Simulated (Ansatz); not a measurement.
Ansatz input file:

```yaml
crystal:
  lattice:
    - [1.8253862983, 1.0538872707, 8.7249510165]
    - [-1.8253862983, 1.0538872707, 8.7249510165]
    - [0.0, -2.1077745414, 8.7249510165]
  atoms:
    - { symbol: "Y", position: [0.0, 0.0, 0.0] }
    - { symbol: "Y", position: [0.22112445, 0.22112445, 0.22112445] }
    - { symbol: "Y", position: [0.77887555, 0.77887555, 0.77887555] }
basis:
  ecutwfc: 420
kpoints:
  mp_grid: { grid: [15, 15, 15] }
hamiltonian:
  xc: pbe
scf:
  occupations: { method: gaussian, width: 0.1 }
output:
  forces: true
  stress: true
  eigenvalues: true
relax:
  adjacent_minimum: "off"
  f_tol: 0.01
  max_steps: 40
```

Launched with
```bash
ansatz run input.yaml --threads 1 --pin off --max-ram 2560MiB --backend cpu --events-out ev --progress --plain --runs-dir out
```

Theory: DFT PBE, scalar-relativistic, plane waves, PAW (Ansatz 0.2.0).

Abridged output (iterations and final results):

```
SCF iter   1: F=—  HF=-11545.995036 eV  |F-HF|=—  |Δ(HF+E_count)|=         —  Δρ=1.77e-3  dr2=8.63e-3  ethr=1.77e-3  ⟨swp⟩=4.3  Hψ=28457  notcnv=0
SCF iter   2: F=—  HF=-11545.994391 eV  |F-HF|=—  |Δ(HF+E_count)|=   6.45e-4  Δρ=9.82e-4  dr2=1.17e-3  ethr=2.62e-5  ⟨swp⟩=2.3  Hψ=13387  notcnv=0
SCF iter   3: F=—  HF=-11545.994784 eV  |F-HF|=—  |Δ(HF+E_count)|=   3.93e-4  Δρ=3.14e-4  dr2=2.25e-4  ethr=3.53e-6  ⟨swp⟩=1.7  Hψ=7914  notcnv=0
SCF iter   4: F=—  HF=-11545.994808 eV  |F-HF|=—  |Δ(HF+E_count)|=   2.44e-5  Δρ=6.24e-5  dr2=4.11e-6  ethr=6.83e-7  ⟨swp⟩=1.2  Hψ=7383  notcnv=0
SCF iter   5: F=-11545.994809 eV  HF=-11545.994809 eV  |F-HF|=8.47e-8  |Δ(HF+E_count)|=   4.03e-7  Δρ=1.43e-5  dr2=2.73e-7  ethr=1.25e-8  ⟨swp⟩=3.0  Hψ=13535  notcnv=0
SCF iter   6: F=-11545.994809 eV  HF=-11545.994809 eV  |F-HF|=2.82e-8  |Δ(HF+E_count)|=   1.62e-8  Δρ=4.28e-6  dr2=4.95e-8  ethr=8.27e-10  ⟨swp⟩=2.5  Hψ=21049  notcnv=0
SCF 1 converged in 6 iterations: F = -11545.994809 eV  dr2 = 4.95e-8
relax step   1: F+E_penalty+E_count = -11545.99480866 eV  Δ(F+E_penalty+E_count) = +0.000e0 eV  max|allowed force component| = 8.822e-2 eV/Å  Δτ_max = 0.0000 Å  (6 SCF iters, dr2 threshold 2.50e-6 eV, accepted)
Initial density: handed on by an earlier stage of this run
Initial wavefunctions: those handed on with the density
SCF iter   1: F=—  HF=-11546.001106 eV  |F-HF|=—  |Δ(HF+E_count)|=         —  Δρ=2.50e-3  dr2=8.81e-2  ethr=2.67e-4  ⟨swp⟩=1.0  Hψ=23820  notcnv=0  defer=61
SCF iter   2: F=—  HF=-11545.996517 eV  |F-HF|=—  |Δ(HF+E_count)|=   4.59e-3  Δρ=6.39e-4  dr2=3.18e-3  ethr=2.67e-4  ⟨swp⟩=1.0  Hψ=7159  notcnv=0  defer=61
SCF iter   3: F=—  HF=-11545.996228 eV  |F-HF|=—  |Δ(HF+E_count)|=   2.89e-4  Δρ=3.07e-4  dr2=4.12e-4  ethr=9.63e-6  ⟨swp⟩=1.0  Hψ=7159  notcnv=0  defer=61
SCF iter   4: F=—  HF=-11545.996144 eV  |F-HF|=—  |Δ(HF+E_count)|=   8.48e-5  Δρ=4.22e-5  dr2=2.16e-6  ethr=1.25e-6  ⟨swp⟩=2.0  Hψ=8674  notcnv=0  defer=61
SCF iter   5: F=-11545.996144 eV  HF=-11545.996144 eV  |F-HF|=5.65e-8  |Δ(HF+E_count)|=   1.63e-7  Δρ=9.30e-6  dr2=1.62e-7  ethr=1.47e-9  ⟨swp⟩=6.5  Hψ=33287  notcnv=0
SCF 2 converged in 5 iterations: F = -11545.996144 eV  dr2 = 1.62e-7
relax step   2: F+E_penalty+E_count = -11545.99614372 eV  Δ(F+E_penalty+E_count) = -1.335e-3 eV  max|allowed force component| = 2.444e-2 eV/Å  Δτ_max = 0.0214 Å  (5 SCF iters, dr2 threshold 4.86e-7 eV, accepted)
SCF iter   1: F=—  HF=-11545.996494 eV  |F-HF|=—  |Δ(HF+E_count)|=         —  Δρ=5.42e-4  dr2=4.12e-3  ethr=1.27e-4  ⟨swp⟩=1.2  Hψ=12811  notcnv=0
SCF iter   2: F=—  HF=-11545.996286 eV  |F-HF|=—  |Δ(HF+E_count)|=   2.08e-4  Δρ=1.39e-4  dr2=1.61e-4  ethr=1.25e-5  ⟨swp⟩=1.0  Hψ=9976  notcnv=0
SCF iter   3: F=—  HF=-11545.996273 eV  |F-HF|=—  |Δ(HF+E_count)|=   1.34e-5  Δρ=6.50e-5  dr2=1.78e-5  ethr=4.89e-7  ⟨swp⟩=1.0  Hψ=7165  notcnv=0
SCF iter   4: F=—  HF=-11545.996260 eV  |F-HF|=—  |Δ(HF+E_count)|=   1.24e-5  Δρ=8.85e-6  dr2=1.01e-7  ethr=5.40e-8  ⟨swp⟩=2.0  Hψ=8663  notcnv=0
SCF iter   5: F=-11545.996260 eV  HF=-11545.996260 eV  |F-HF|=7.21e-9  |Δ(HF+E_count)|=   9.36e-9  Δρ=2.18e-6  dr2=1.25e-8  ethr=3.03e-10  ⟨swp⟩=5.4  Hψ=27415  notcnv=0
SCF 3 converged in 5 iterations: F = -11545.996260 eV  dr2 = 1.25e-8
relax step   3: F+E_penalty+E_count = -11545.99626047 eV  Δ(F+E_penalty+E_count) = -1.168e-4 eV  max|allowed force component| = 4.576e-4 eV/Å  Δτ_max = 0.0047 Å  (5 SCF iters, accepted)
SCF converged after 5 iterations
Free energy (F): -11545.996260 eV
Harris-Foulkes:  -11545.996260 eV  (|F-HF|=7.21e-9)
Internal energy: -11545.971346 eV  (E = F + TS)
E sigma→0 (E₀):  -11545.983803 eV
Entropy (-TS):   -0.024915 eV (-8.305 meV/atom)
Fermi energy:    9.121185 eV
--- Per-component energies (eV) ---
  E_band       = -374.443824
  E_kinetic    = 912.048472
  E_local      = -1866.735147  (includes V_loc(G=0)·N_el)
  E_nonlocal   = 150.324191
  E_hartree    = 592.148787
  E_xc         = -518.075731
  E_vxc        = -594.625817  (∫ρ·V_xc dr)
  E_paw        = -8476.015886  (= ΣΔE_a)
  E_vpaw       = -159.753111  (= ΣTr[D̂ρ^β])
  E_aug_tail   = 0.000010  (compensation charges beyond the density's cutoff)
  E_ewald      = -2339.666041
  E_smearing   = -0.024915  (= −TS)
--- Forces (eV/Å), atoms counted from 1 ---
  atom   1  Y      0.00000000     0.00000000     0.00000000
  atom   2  Y      0.00000000     0.00000000    -0.00045763
  atom   3  Y      0.00000000     0.00000000     0.00045763
--- Stress (GPa, compression-positive) ---
       -1.113453       0.000000       0.000000
        0.000000      -1.113453       0.000000
        0.000000       0.000000      -1.291129
  P = ⅓ Tr σ = -1.1727 GPa (-11.727 kbar)
--- Band table (eV; the first three rows and the last of 344) ---
  k-point 0: bands = ["-33.6062", "-33.5603", "-33.5417", "-13.7288", "-13.7253", "-13.4104", "-13.4104", "-13.3829", "-13.3829", "-13.3314", "-13.3314", "-13.3170", "4.4756", "6.5809", "6.6011", "9.6363", "9.7307", "10.7036", "10.7036", "10.9141", "10.9141"]
  k-point 1: bands = ["-33.6042", "-33.5591", "-33.5405", "-13.7347", "-13.7143", "-13.4245", "-13.4148", "-13.3952", "-13.3873", "-13.3482", "-13.3337", "-13.3202", "4.5700", "6.6121", "6.7349", "9.5611", "9.6678", "10.5930", "10.7107", "10.7739", "10.9946"]
  k-point 2: bands = ["-33.5985", "-33.5556", "-33.5372", "-13.7355", "-13.7016", "-13.4643", "-13.4274", "-13.4270", "-13.3996", "-13.3948", "-13.3405", "-13.3294", "4.8453", "6.7791", "7.0316", "9.3767", "9.5024", "10.2938", "10.4185", "10.9684", "11.0182"]
  k-point 343: bands = ["-33.5975", "-33.5736", "-33.5326", "-13.8489", "-13.4787", "-13.4580", "-13.4319", "-13.4240", "-13.3695", "-13.3677", "-13.3505", "-13.3441", "5.1924", "5.2515", "7.3494", "9.7213", "10.3214", "10.3979", "10.5934", "10.7896", "10.9699"]
--- Relaxed structure (3 steps of the walk, 3 accepted, 0 SCFs on fresh bases) ---
  F+E_penalty+E_count = -11545.99626047 eV   max|allowed force component| = 4.576e-4 eV/Å
  atoms:
    - { symbol: Y, position: [0.0, 0.0, 0.0] }
    - { symbol: Y, position: [0.22176301, 0.22176301, 0.22176301] }
    - { symbol: Y, position: [0.77823698, 0.77823698, 0.77823698] }
```

The relaxation met its thresholds.

It took 86 s on 1 thread of Intel(R) Xeon(R) Platinum 8259CL CPU @ 2.50GHz (Skylake/Cascade Lake), on a shared host, peak memory 0.84 GiB.